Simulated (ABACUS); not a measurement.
Runs of ABACUS 3.10.1 on Ta. The structure is cubic, space group Im-3m (No. 229). The conventional cell has a = 3.303 Å, b = 3.303 Å, c = 3.303 Å, α = 90.00°, β = 90.00°, γ = 90.00°. Ta (site symmetry m-3m) is surrounded by 8 Ta at 2.86 Å. 

| task | level | potentials or basis | cell | k mesh | cutoff (eV) | symmetry key | max steps of the relaxation | force threshold | optimiser | stress threshold | gap on the mesh (eV) | pressure (GPa) | V0 of scaled cells (Å³/atom) | B0 (GPa) |
| --- | --- | --- | --- | --- | --- | --- | --- | --- | --- | --- | --- | --- | --- | --- |
| single point | LDA | PseudoDojo NC SR 0.4.1 LDA stringent, plane waves | as given | 9 × 9 × 9 | 1796 | 1 | - | - | - | - | none | (c) | - | - |
| single point | revPBE | SSSP 1.3 efficiency PBE, plane waves | as given | 9 × 9 × 9 | 748 | 1 | - | - | - | - | none | (b) | - | - |
| relaxation of cell and atoms | revPBE | SSSP 1.3 efficiency PBE, plane waves | relaxed | 9 × 9 × 9 | 748 | 1 | 60 | 0.02 eV/Å | cg | 0.5 kbar | none | 0.0 | - | - |
| equation of state | B86bPBE | Ansatz NC PBE, plane waves | as given | 9 × 9 × 9 | 1007 | 1 | - | - | - | - | - | - | 18.41 | 175 |
| equation of state | LDA | PseudoDojo NC SR 0.4.1 LDA stringent, plane waves | as given | 9 × 9 × 9 | 1796 | 1 | - | - | - | - | - | - | (a) | 210 |
| equation of state | WC | SSSP 1.3 efficiency PBE, plane waves | as given | 9 × 9 × 9 | 748 | 1 | - | - | - | - | - | - | 17.72 | 193 |
| single point | WC | SSSP 1.3 efficiency PBE, plane waves | as given | 9 × 9 × 9 | 748 | 1 | - | - | - | - | none | -3.1 | - | - |
| single point | B86bPBE | Ansatz NC PBE, plane waves | as given | 9 × 9 × 9 | 1007 | 1 | - | - | - | - | none | 4.0 | - | - |

Alike in all rows: no spin polarisation; smearing fermi-dirac 0.05 eV.

Question: Estimate the missing entries.

Answer: (a) 17.10; (b) 5.7; (c) -9.8.

Caveats: the potentials were made for another functional, which shifts forces and pressure (some runs).

A k mesh can miss the band edges, and the runs leave out spin-orbit coupling on Ta.

A gap of «none» marks a metal or a gap under the smearing width.

The runs don't all hold the same shells in valence.

Runs at the PBE level aren't shown here.
